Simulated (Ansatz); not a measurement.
Set up this calculation in Ansatz 0.2.0, as the native input.

| Item | Value |
| --- | --- |
| Task | relaxation of cell and atoms |
| Functional | revPBE |
| Potentials or basis | Ansatz PAW |
| Cutoff | 420 eV (not typed: the program's choice for these potentials) |
| k mesh | 10 × 10 × 10 |
| Occupations | fermi-dirac, width 0.05 eV |
| Spin | no spin polarisation |

Crystal: BP.

```
CELL_PARAMETERS angstrom
0.00000 2.26900 2.26900
2.26900 0.00000 2.26900
2.26900 2.26900 0.00000
ATOMIC_POSITIONS crystal
P 0.75000 0.75000 0.75000
B 0.00000 0.00000 0.00000
```

The input as run:

input.yaml

```yaml
crystal:
  lattice:
    - [0.0, 2.269, 2.269]
    - [2.269, 0.0, 2.269]
    - [2.269, 2.269, 0.0]
  atoms:
    - { symbol: P, position: [0.75, 0.75, 0.75] }
    - { symbol: B, position: [0.0, 0.0, 0.0] }
hamiltonian:
  xc: revpbe
  pseudopotentials: { kind: paw }
kpoints:
  mp_grid: { grid: [10, 10, 10] }
scf:
  occupations: { method: fermi_dirac, width: 0.05 }
output:
  forces: true
  stress: true
  write_density: true
  write_potential: true
  elf: true
  volumetric_format: npy
relax:
  f_tol: 0.01
  max_steps: 40
  cell: { stress_tol: 0.05 }
```

Potentials or basis: Ansatz PAW.

Command:

```bash
$ ansatz run input.yaml --threads 2 --pin off --max-ram 5632MiB --backend cpu --events-out ev --progress --plain --runs-dir out
```

It gave:

* Relaxed volume: 11.92 Å³/atom
* Relaxed cell: a = 3.230 Å, b = 3.230 Å, c = 3.230 Å, α = 60.00°, β = 60.00°, γ = 60.00°
* Space group after relaxing (to 0.05 Å): F-43m (No. 216)
* Energy gained by relaxing: 2.4 meV/atom
* Ionic steps: 6
* Pressure after relaxing: 0.0 GPa
* Band gap on the k mesh: 1.29 eV, indirect (least direct gap 3.38 eV)

Caveat: the plane-wave basis is chosen anew once the cell has moved, so the energies of steps on either side of that aren't comparable; the PAW data sets come from PBE, with cores solved anew for the run's functional, which leaves a small shift of forces and pressure.

It took 5.2 s on 2 threads of Intel(R) Xeon(R) Processor @ 2.70GHz, with other jobs on the host, peak memory 0.33 GiB.
